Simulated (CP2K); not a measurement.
# Zn in CP2K: convergence with smearing width

Zn:

```xyz
1
Lattice="2.9434 0.0000 0.0000 -0.8579 2.3445 0.0000 -0.8003 -1.1740 2.2187" Properties=species:S:1:pos:R:3 pbc="T T T"
Zn   -0.0035   -0.0026    0.0101
```

The cell isn't the ideal one: cell strained at random at fixed volume.

```yaml
Program: CP2K 2026.2
Task: single point
Functional: PBE
Potentials_or_basis: GTH_POTENTIALS Zn GTH-PBE-q12; DZVP-MOLOPT-SR-GTH basis
Density_cutoff: 6123 eV
k_mesh: 8 × 10 × 9
Occupations: fermi-dirac, width 0.5 eV
Spin: no spin polarisation
```

These are the settings of the first run; the series varies smearing width, with any setting tied to it.

Hardware: 1 thread of Arm Neoverse V1, with other jobs on the host.

| smearing width | energy less the tightest run, at zero smearing (meV/atom) | pressure (GPa) | SCF cycles | CPU time (s) | peak memory (GiB) |
| --- | --- | --- | --- | --- | --- |
| 0.5 eV | 1.65 | 3.96 | 11 | 61 | 0.23 |
| 0.3 eV | 1.22 | 3.26 | 11 | 61 | 0.23 |
| 0.2 eV | 0.71 | 3.05 | 11 | 60 | 0.23 |
| 0.1 eV | 0.25 | 2.92 | 11 | 60 | 0.23 |
| 0.05 eV | 0.18 | 2.87 | 11 | 60 | 0.23 |
| 0.025 eV | 0.07 | 2.84 | 11 | 60 | 0.23 |
| 0.01 eV | 0.00 | 2.83 | 11 | 60 | 0.23 |

Against the tightest run, the energy stays within 1 meV/atom from 0.2 eV on; the pressure stays within 0.1 GPa from 0.1 eV on. Narrower smearing needs a denser k mesh, so at a fixed mesh the narrowest width isn't the most accurate. The tightest run that finished is the yardstick and may itself not be fully converged.

Caveat, for the tightest run too: the basis of atomic orbitals isn't converged, which shifts pressures, moduli and gaps.
